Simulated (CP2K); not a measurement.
MgO in CP2K: the effect of functional

Crystal: MgO.

```
CELL_PARAMETERS angstrom
2.96561 0.00000 0.00000
1.48280 2.56829 0.00000
1.48280 0.85610 2.42141
ATOMIC_POSITIONS crystal
Mg 0.00000 0.00000 0.00000
O 0.50000 0.50000 0.50000
```

The cell is a database's computed one.

Alike in all runs:

```yaml
Program: CP2K 2026.2
Task: band structure
Potentials_or_basis: POTENTIAL_UZH Mg GTH-PBE-q10, O GTH-PBE-q6; TZVP-MOLOPT-PBE-GTH basis
Density_cutoff: 19048 eV
k_mesh: 11 × 11 × 11
Occupations: fermi-dirac, width 0.05 eV
Spin: no spin polarisation
```

```csv
functional,gap on the mesh (eV),pressure (GPa)
PBE,4.82,10.9
LDA,4.56,1.8
PBEsol,?,?
BLYP,5.04,13.4
rev-vdW-DF2,4.84,8.3
vdW-DF2,5.08,13.8
TPSS,5.00,9.4
```

Task: What does the run with functional PBEsol give?

Result: gap on the mesh 4.68 eV; pressure 7.0 GPa.

Caveats: the basis of atomic orbitals isn't converged, which shifts pressures, moduli and gaps; the potentials were made for another functional, which shifts forces and pressure (some runs); the real-space grid breaks the cell's symmetry a little (some runs).

